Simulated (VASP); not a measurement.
# Sr (P-1) in VASP: convergence with empty bands

Aim: find how far empty bands must go before the results for Sr settle, at r2SCAN. This setting moves, with any that are tied to it; all else stays.

Program: VASP 6.6.1. These are calculated values, not measurements. Logs are shortened: lines on timing, memory, paths and dates and some standing lists are left out, and cuts for length are marked.

**1. The cell of the first run**

The typed cell holds 1 atom: a = 4.151 Å, b = 4.326 Å, c = 4.147 Å, α = 111.25°, β = 108.69°, γ = 107.82°.

This isn't the form of Sr at room conditions, which is fcc.

The cell isn't the ideal one: cell strained at random at fixed volume.

**2. With empty bands 1**

File INCAR:

```
PREC     = Accurate       # precision mode
ENCUT    = 520            # plane-wave cutoff, eV
EDIFF    = 1E-6           # SCF threshold, eV
ISMEAR   = 1              # smearing method
SIGMA    = 0.1            # smearing width, eV
LREAL    = F              # projectors in reciprocal space
LASPH    = T              # aspherical terms in the spheres
NELM     = 60             # most SCF steps
ALGO     = Normal         # electronic algorithm
ISIF     = 2              # what is computed and relaxed
LWAVE    = F              # write WAVECAR
LCHARG   = F              # write CHGCAR
METAGGA  = R2SCAN         # meta-GGA
LMIXTAU  = T            
NBANDS   = 6              # bands
```

File KPOINTS:

```
regular mesh
0
Gamma
  6 6 6
```

File POSCAR:

```
Sr
1.0
   -2.3474700000      2.4207620000      2.4214970000
    2.4701110000     -2.4491940000      2.5725690000
    2.3146030000      2.4163270000     -2.4499280000
Sr
1
Direct
   -0.0002100000     -0.0002130000     -0.0053590000
```

Potentials or basis: VASP PAW PBE potentials, release 64 (Sr_sv).

Launch:

```bash
$ cat potpaw_PBE.64/Sr_sv/POTCAR > POTCAR
$ mpirun -np 1 vasp_std > vasp.out
```

OUTCAR:

```text
PREC = Accurate
   ENCUT = 520
   EDIFF = 1E-6
   ISMEAR = 1
   LREAL = F
   LASPH = T
   NELM = 60
   ISIF = 2
   METAGGA = R2SCAN

 Found    112 irreducible k-points:

 Following reciprocal coordinates:
            Coordinates               Weight
  0.000000  0.000000  0.000000      1.000000
  0.166667  0.000000 -0.000000      2.000000
  0.333333  0.000000 -0.000000      2.000000
  0.500000  0.000000  0.000000      1.000000
 -0.000000  0.166667 -0.000000      2.000000
  0.166667  0.166667  0.000000      2.000000
   k-points           NKPTS =    112   k-points in BZ     NKDIM =    112   number of bands    NBANDS=      6
   number of dos      NEDOS =    301   number of ions     NIONS =      1
   total plane-waves  NPLWV =  32768
   dimension x,y,z NGX =    32 NGY =   32 NGZ =   32
   dimension x,y,z NGXF=    64 NGYF=   64 NGZF=   64
   ions per type =               1
   NGX,Y,Z   is equivalent  to a cutoff of  12.81, 12.30, 12.83 a.u.
   NGXF,Y,Z  is equivalent  to a cutoff of  25.63, 24.59, 25.66 a.u.
 SYSTEM =  unknown system
   PREC   = accura    normal or accurate (medium, high low for compatibility)
   ISTART =      0    job   : 0-new  1-cont  2-samecut
   ICHARG =      2    charge: 1-file 2-atom 10-const
   ISPIN  =      1    spin polarized calculation?
   LNONCOLLINEAR =      F non collinear calculations
   LSORBIT =      F    spin-orbit coupling
   LASPH  =      T    aspherical Exc in radial PAW
   ENCUT  =  520.0 eV  38.22 Ry    6.18 a.u.   7.72  8.04  7.71*2*pi/ulx,y,z
   NELM   =     60;   NELMIN=  2; NELMDL= -5     # of ELM steps
   EDIFF  = 0.1E-05   stopping-criterion for ELM
   LREAL  =      F    real-space projection
   EDIFFG = 0.1E-04   stopping-criterion for IOM
   NSW    =      0    number of steps for IOM
   IBRION =     -1    ionic relax: 0-MD 1-quasi-New 2-CG
   NFREE  =      0    steps in history (QN), initial steepest desc. (CG)
   ISIF   =      2    stress and relaxation
   ISYM   =      2    0-nonsym 1-usesym 2-fastsym
   POTIM  = 0.5000    time-step for ionic-motion
   TEBEG  =    0.0;   TEEND  =   0.0 temperature during run
   PSTRESS=    0.0 pullay stress
   NELECT =      10.0000    total number of electrons
   NUPDOWN=      -1.0000    fix difference up-down
   EMIN   =  10.00;   EMAX   =-10.00  energy-range for DOS
   EFERMI =   0.00;   METHOD = LEGACY
   ISMEAR =     1;   SIGMA  =   0.10  broadening in eV -4-tet -1-fermi 0-gaus
   EFERMI_NEDOS =   21; number of points for ismear=-14 and -15
   IALGO  =     38    algorithm
   IMIX   =      4    mixing-type and parameters
     AMIX     =   0.40;   BMIX     =  1.00
     AMIX_MAG =   1.60;   BMIX_MAG =  1.00
  volume/ion in A,a.u.               =      57.75       389.72
  Fermi-wavevector in a.u.,A,eV,Ry     =   0.912478  1.724334 11.328436  0.832617
  Thomas-Fermi vector in A             =   2.036879
   LORBIT       =      0    0 simple, 1 ext, 2 COOP (PROOUT), +10 PAW based schemes
   METAGGA = R2SCAN    functional components
   LHFCALC =     F    Hartree Fock is set to
   AEXX    =    0.0000 exact exchange contribution
   IVDW    =     0    specifies the selected vdW correction
   LEPSILON=     F    determine dielectric tensor
   LRPA    =     F    only Hartree local field effects (RPA)
 non-spin polarized calculation
 Methfessel and Paxton  Order N= 1 SIGMA  =   0.10
  energy-cutoff  :      520.00
  volume of cell :       57.75
 maximum number of plane-waves:      1572
   NGX = 15   NGY = 17   NGZ = 15

 number of electron      10.0000000 magnetization

 Free energy of the ion-electron system (eV)
  ---------------------------------------------------
  ext. energy  EPLUGINS =         0.00000000
  ---------------------------------------------------
  free energy    TOTEN  =       -15.07812289 eV

  energy without entropy =      -15.07748501  energy(sigma->0) =      -15.07791026

 E-fermi :   1.4688     XC(G=0):  -7.6292

 val. band max:        1.4625956472   @ k =   0.5000  -0.1667   0.1667
 cond. band min:       1.4722118752   @ k =   0.1667   0.3333   0.1667
 fundamental gap:      0.0096162280
 Fermi energy:         1.4687821584

 k-point     1 :       0.0000    0.0000    0.0000
  band No.  band energies     occupation
      1     -36.6876      2.00000
      2     -17.9607      2.00000
      3     -17.9528      2.00000
      4     -17.9425      2.00000
      5      -2.3047      2.00000
      6       3.9333      0.00000

 k-point     2 :       0.1667    0.0000   -0.0000
  band No.  band energies     occupation
      1     -36.6842      2.00000
      2     -17.9988      2.00000
      3     -17.9719      2.00000
      4     -17.9446      2.00000
      5      -1.8412      2.00000
      6       3.6126      0.00000

 k-point     3 :       0.3333    0.0000   -0.0000
  band No.  band energies     occupation
      1     -36.6775      2.00000
      2     -18.0883      2.00000
      3     -17.9993      2.00000
      4     -17.9439      2.00000
      5      -0.6214      2.00000
      6       2.4325     -0.00000

 k-point     4 :       0.5000    0.0000    0.0000
  band No.  band energies     occupation
      1     -36.6741      2.00000
      2     -18.1322      2.00000
      3     -18.0130      2.00000
      4     -17.9434      2.00000
      5       0.5152      2.00000
      6       1.5073      0.39828

 k-point     5 :      -0.0000    0.1667   -0.0000
  band No.  band energies     occupation
      1     -36.6849      2.00000
      2     -17.9882      2.00000
      3     -17.9634      2.00000
      4     -17.9557      2.00000
      5      -1.8659      2.00000
      6       3.5005      0.00000

 k-point     6 :       0.1667    0.1667    0.0000
  band No.  band energies     occupation
      1     -36.6801      2.00000
      2     -18.0438      2.00000
      3     -17.9907      2.00000
      4     -17.9570      2.00000
      5      -1.0378      2.00000
      6       2.8210     -0.00000

 [... further k-points ...]
[... 5 lines left out ...]
  --------------------------------------------------------------------------------------
  -------------------------------------------------------------------------------------
  Total       -0.1619249     -0.1280540     -0.0702846      0.0279057      0.0103169     -0.1158593
  in kB       -4.4922855     -3.5526034     -1.9499072      0.7741876      0.2862232     -3.2142856
  external PRESSURE =      -3.3315987 kB  Pullay stress =       0.0000000 kB

 VOLUME and BASIS-vectors are now :
 -----------------------------------------------------------------------------
  energy-cutoff  :      520.00
  volume of cell :       57.75
      direct lattice vectors                 reciprocal lattice vectors
    -2.347470000  2.420762000  2.421497000    -0.003737083  0.207894953  0.201512993
     2.470111000 -2.449194000  2.572569000     0.204011900  0.002533794  0.195242077
     2.314603000  2.416327000 -2.449928000     0.210530822  0.208143000 -0.003985087

 POSITION                                       TOTAL-FORCE (eV/Angst)
 -----------------------------------------------------------------------------------
      2.42481      2.37496      2.55621        -0.000000      0.000000      0.000000
 -----------------------------------------------------------------------------------
    total drift:                                0.000000      0.000000      0.000000

  FREE ENERGIE OF THE ION-ELECTRON SYSTEM (eV)
  ---------------------------------------------------
  free  energy   TOTEN  =       -15.0781228879 eV

  energy  without entropy=      -15.0774850056  energy(sigma->0) =      -15.07791026
```

Wall time 96 s (1 thread of Intel Xeon Platinum 8488C (Sapphire Rapids), shared host); peak memory 0.21 GiB.

What came out:

```yaml
Free_energy: -15.0781 eV
Pressure: -0.3 GPa
```

**3. With empty bands 2**

Edit INCAR of step 2 so:

```diff
@@ -14,2 +14,2 @@
 LMIXTAU  = T            
-NBANDS   = 6              # bands
+NBANDS   = 7              # bands
```

KPOINTS is that of step 2.

POSCAR is that of step 2.

Potentials or basis: VASP PAW PBE potentials, release 64 (Sr_sv).

Launch:

```bash
$ cat potpaw_PBE.64/Sr_sv/POTCAR > POTCAR
$ mpirun -np 1 vasp_std > vasp.out
```

Run time: 3.2 min. Hardware: 1 thread of Intel Xeon Platinum 8488C (Sapphire Rapids), shared host; peak memory 0.21 GiB.

What came out:

- Free energy: -15.0781 eV
- Pressure: -0.3 GPa
- Band gap on the k mesh: none (metal or under the smearing width)

**4. With empty bands 3**

Edit INCAR of step 3 so:

```diff
@@ -14,2 +14,2 @@
 LMIXTAU  = T            
-NBANDS   = 7              # bands
+NBANDS   = 8              # bands
```

KPOINTS is that of step 3.

POSCAR is that of step 3.

Launch:

```bash
$ cat potpaw_PBE.64/Sr_sv/POTCAR > POTCAR
$ mpirun -np 1 vasp_std > vasp.out
```

It took 3.2 min on 1 thread of Intel Xeon Platinum 8488C (Sapphire Rapids), shared host; peak memory 0.22 GiB.

What came out:

```
Free energy            : -15.0781 eV
Pressure               : -0.3 GPa
Band gap on the k mesh : none (metal or under the smearing width)
```

**5. With empty bands 4**

Edit INCAR of step 4 so:

```diff
@@ -14,2 +14,2 @@
 LMIXTAU  = T            
-NBANDS   = 8              # bands
+NBANDS   = 9              # bands
```

KPOINTS is that of step 4.

POSCAR is that of step 4.

Launch:

```bash
$ cat potpaw_PBE.64/Sr_sv/POTCAR > POTCAR
$ mpirun -np 1 vasp_std > vasp.out
```

Run time: 3 min. Hardware: 1 thread of Intel Xeon Platinum 8488C (Sapphire Rapids), shared host; peak memory 0.21 GiB.

Results:

```yaml
Free_energy: -15.0781 eV
Pressure: -0.3 GPa
Band_gap_on_the_k_mesh: none (metal or under the smearing width)
```

**6. With empty bands 6**

Edit INCAR of step 5 so:

```diff
@@ -14,2 +14,2 @@
 LMIXTAU  = T            
-NBANDS   = 9              # bands
+NBANDS   = 11             # bands
```

KPOINTS is that of step 5.

POSCAR is that of step 5.

Potentials or basis: VASP PAW PBE potentials, release 64 (Sr_sv).

Launch:

```bash
$ cat potpaw_PBE.64/Sr_sv/POTCAR > POTCAR
$ mpirun -np 1 vasp_std > vasp.out
```

Wall time 2.7 min (1 thread of Intel Xeon Platinum 8488C (Sapphire Rapids), shared host); peak memory 0.22 GiB.

Results:

```yaml
Free_energy: -15.0781 eV
Pressure: -0.3 GPa
Band_gap_on_the_k_mesh: none (metal or under the smearing width)
```

**7. With empty bands 10**

Edit INCAR of step 6 so:

```diff
@@ -14,2 +14,2 @@
 LMIXTAU  = T            
-NBANDS   = 11             # bands
+NBANDS   = 15             # bands
```

KPOINTS is that of step 6.

POSCAR is that of step 6.

Launch:

```bash
$ cat potpaw_PBE.64/Sr_sv/POTCAR > POTCAR
$ mpirun -np 1 vasp_std > vasp.out
```

It took 4.8 min on 1 thread of Intel Xeon Platinum 8488C (Sapphire Rapids), shared host; peak memory 0.23 GiB.

What came out:

```yaml
Free_energy: -15.0781 eV
Pressure: -0.4 GPa
Band_gap_on_the_k_mesh: none (metal or under the smearing width)
```

**8. With empty bands 16**

Edit INCAR of step 7 so:

```diff
@@ -14,2 +14,2 @@
 LMIXTAU  = T            
-NBANDS   = 15             # bands
+NBANDS   = 21             # bands
```

KPOINTS is that of step 7.

POSCAR is that of step 7.

Launch:

```bash
$ cat potpaw_PBE.64/Sr_sv/POTCAR > POTCAR
$ mpirun -np 1 vasp_std > vasp.out
```

It took 6.2 min on 1 thread of Intel Xeon Platinum 8488C (Sapphire Rapids), shared host; peak memory 0.25 GiB.

The run converged. Its results:

```
Free energy            : -15.0781 eV
Pressure               : -0.3 GPa
Band gap on the k mesh : none (metal or under the smearing width)
```

**9. The series at a glance**

```csv
empty bands,"energy less the tightest run, at zero smearing (meV/atom)",pressure (GPa),SCF cycles,CPU time (s),peak memory (GiB)
1,0.00,-0.33,22,96,0.21
2,0.00,-0.34,33,190,0.21
3,0.00,-0.34,32,190,0.22
4,0.00,-0.34,27,180,0.21
6,-0.02,-0.31,22,160,0.22
10,0.02,-0.39,28,290,0.23
16,0.00,-0.33,26,370,0.25
```

Against the tightest run, the energy stays within 1 meV/atom from 1 on; the pressure stays within 0.1 GPa from 1 on. The tightest run that finished is the yardstick and may itself not be fully converged.

Caveats: the PAW data sets were made with another functional, which shifts forces and pressure a little.
